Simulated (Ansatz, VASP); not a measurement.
Two plane-wave programs on AlN

```xyz
4
Lattice="3.0886 0.0000 -0.1544 -1.5443 2.6748 0.0772 -0.2472 0.0000 5.0756" Properties=species:S:1:pos:R:3 pbc="T T T"
Al    0.0168    1.7826    0.0213
Al    1.4375    0.8922    2.4819
N    -0.1119    1.7898    1.9328
N     1.3088    0.8850    4.3934
```

Change from the starting cell: engineering shear strain xz -0.1000, normal strain along z +0.0267.

Alike in both runs: functional LDA; k mesh 9 × 9 × 6; occupations gaussian, width 0.05 eV; no spin polarisation.

Ansatz relaxed the structure, and its values are those at the end. VASP's run is a single point on that final structure, the one shown.

|  | VASP | Ansatz |
| --- | --- | --- |
| version | VASP 6.6.1 | Ansatz 0.2.0 |
| potentials or method | VASP PAW LDA potentials, release 64 (Al, N) | scalar-relativistic, plane waves, PAW |
| plane-wave cutoff (eV) | 520 | 520 |
| valence electrons in the cell | 16 | 16 |

```csv
,VASP,Ansatz,Ansatz less VASP
gap on the k mesh at the Fermi level (eV),3.94,3.93,-0.006
least direct gap on the mesh (eV),3.94,3.93,-0.006
pressure (GPa),-4.4,-4.9,-0.54
rms of the force components (eV/Å),0.008,0.002,-0.0059
```

Ansatz warned: «pseudo_functional_mismatch».

Caveats: an odd mesh through Γ misses points on the zone boundary, where band edges often lie.
